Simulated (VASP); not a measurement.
A run of VASP 6.6.1 is set up as follows.

File INCAR:

```
PREC     = Accurate       # precision mode
ENCUT    = 520            # plane-wave cutoff, eV
EDIFF    = 1E-7           # SCF threshold, eV
ISMEAR   = -1             # smearing method
SIGMA    = 0.05           # smearing width, eV
LREAL    = F              # projectors in reciprocal space
LASPH    = T              # aspherical terms in the spheres
NELM     = 150            # most SCF steps
ALGO     = Normal         # electronic algorithm
ISIF     = 2              # what is computed and relaxed
LWAVE    = F              # write WAVECAR
LCHARG   = F              # write CHGCAR
ISPIN    = 2              # spin polarisation
MAGMOM   = 2              # initial moments
LORBIT   = 11             # projections on sites
LMAXMIX  = 4              # l up to which the mixer works
LDIPOL   = T            
IDIPOL   = 3            
DIPOL    = 0.5 0.5 0.294
GGA      = PE             # functional
NBANDS   = 14             # bands
```

KPOINTS

```
Automatic mesh
0
Gamma
  13 13 1
```

File POSCAR:

```
Co
1.0
    2.3471500000      0.0000000000      0.0000000000
   -1.1735800000      2.0326900000      0.0000000000
    0.0000000000      0.0000000000     23.8000000000
Co
1
Direct
    0.0000000000      0.0000000000      0.2941200000
```

Potentials or basis: VASP PAW PBE potentials, release 64 (Co).

Run with:

```sh
$ cat potpaw_PBE.64/Co/POTCAR > POTCAR
$ mpirun -np 1 vasp_std > vasp.out
```

(1) Predict the site moments.

(2) What does it give for the band gap on the k mesh?

(3) What does it give for the net moment?

Results:

(1) Co +1.77 μB.

(2) none (metal or under the smearing width).

(3) 1.72 μB per cell.
